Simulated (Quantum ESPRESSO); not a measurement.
Si2Ni:

```
Ni Si
1.0
     0.00000    2.70300    2.70300
     2.70300    0.00000    2.70300
     2.70300    2.70300    0.00000
Ni Si
1 2
Direct
  0.00000 0.00000 0.00000
  0.75000 0.75000 0.75000
  0.25000 0.25000 0.25000
```

```yaml
Program: Quantum ESPRESSO 7.5
Task: phonons
Functional: PBEsol
Potentials_or_basis: GBRV 1.5 PBEsol
Cutoff: 612 eV
Density_cutoff: 4898 eV
k_mesh: 8 × 8 × 8
Occupations: cold, width 0.272 eV
Spin: collinear spin, ferromagnetic start
Starting_moments: "[1.0, 0.0, 0.0] μB"
Mixing_beta: 0.3
Most_SCF_iterations: 120
SCF_threshold: 6e-10 Ry
```

The cell and the atoms were relaxed first, to 13.05 Å³/atom (a = 3.812 Å, b = 3.812 Å, c = 3.812 Å, α = 60.00°, β = 60.00°, γ = 60.00°), and the response was taken there.

**Question.** Which optical modes does the crystal have at the zone centre, and which show in infrared and Raman spectra?

**Answer.** The optical modes are T1u + T2g. Infrared active: T1u. Raman active: T2g.

Optical modes at Γ, degenerate ones joined:
```csv
cm⁻¹,components,symmetry,active in
312,3,T1u,IR
315,3,T2g,Raman
```
